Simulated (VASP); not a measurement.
Wanted: the native input for a VASP 6.6.1 run.

```yaml
Task: single point
Functional: LDA
Potentials_or_basis: VASP PAW LDA potentials, release 64 (Na_pv)
Cutoff: 520 eV
k_mesh: 20 × 20 × 20
Occupations: gaussian, width 0.15 eV
Spin: no spin polarisation
Dipole_correction: no
Further_INCAR_settings: ALGO = Fast; EDIFF = 1e-06; NBANDS = 10
```

The structure of Na lies in POSCAR:

```
Na
1.0
   -1.8292429077      1.8292429077      2.8102879292
    1.8292429077     -1.8292429077      2.8102879292
    1.8292429077      1.8292429077     -2.8102879292
Na
1
Direct
    0.0000000000      0.0000000000      0.0000000000
```

This isn't the form of Na at room conditions, which is bcc.

One way to write it, as run:

INCAR

```
ALGO = Fast
EDIFF = 1E-6
ENCUT = 520
ISIF = 2
ISMEAR = 0
LASPH = T
LCHARG = F
LREAL = F
LWAVE = F
NBANDS = 10
NELM = 100
PREC = Accurate
SIGMA = 0.15
```

KPOINTS

```
k-points
0
Gamma
  20 20 20
```

Potentials or basis: VASP PAW LDA potentials, release 64 (Na_pv).

Run with:

```bash
$ cat potpaw_LDA.64/Na_pv/POTCAR > POTCAR
$ mpirun -np 1 vasp_std > vasp.out
```

Results of the run:

```
Pressure               : -1.0 GPa
Band gap on the k mesh : none (metal or under the smearing width)
```

Run time: 93 s on 1 thread of AMD EPYC 9R45 96-Core Processor (Zen 5), with other jobs on the host, peak memory 0.26 GiB.
